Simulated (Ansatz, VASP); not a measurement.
## Two plane-wave programs on Ag

```xyz
1
Lattice="-1.6557 1.6557 1.6557 1.6557 -1.6557 1.6557 1.6557 1.6557 -1.6557" Properties=species:S:1:pos:R:3 pbc="T T T"
Ag    0.0000    0.0000    0.0000
```

This isn't the form of Ag at room conditions, which is fcc.

Alike in both runs: task single point; functional PBEsol; k mesh 22 × 22 × 22; occupations gaussian, width 0.15 eV; no spin polarisation.

|  | VASP | Ansatz |
| --- | --- | --- |
| version | VASP 6.6.1 | Ansatz 0.2.0 |
| potentials or method | VASP PAW PBE potentials, release 64 (Ag) | scalar-relativistic, plane waves, PAW |
| plane-wave cutoff (eV) | 520 | 420 |
| valence electrons in the cell | 11 | 19 |

VASP gave:

* gap on the k mesh at the Fermi level (eV): none
* pressure (GPa): -7.3

**Question.** Which values does Ansatz return?

**Answer.** gap on the k mesh at the Fermi level (eV): none; pressure (GPa): -7.2.

A gap of «none» marks a metal or a gap that the smearing closes. With one functional, cell and mesh, what is left measures potentials, basis and numerics. The two sets of potentials don't hold the same shells in valence.

Caveats: the PAW data sets were made with another functional, which shifts forces and pressure a little (VASP).
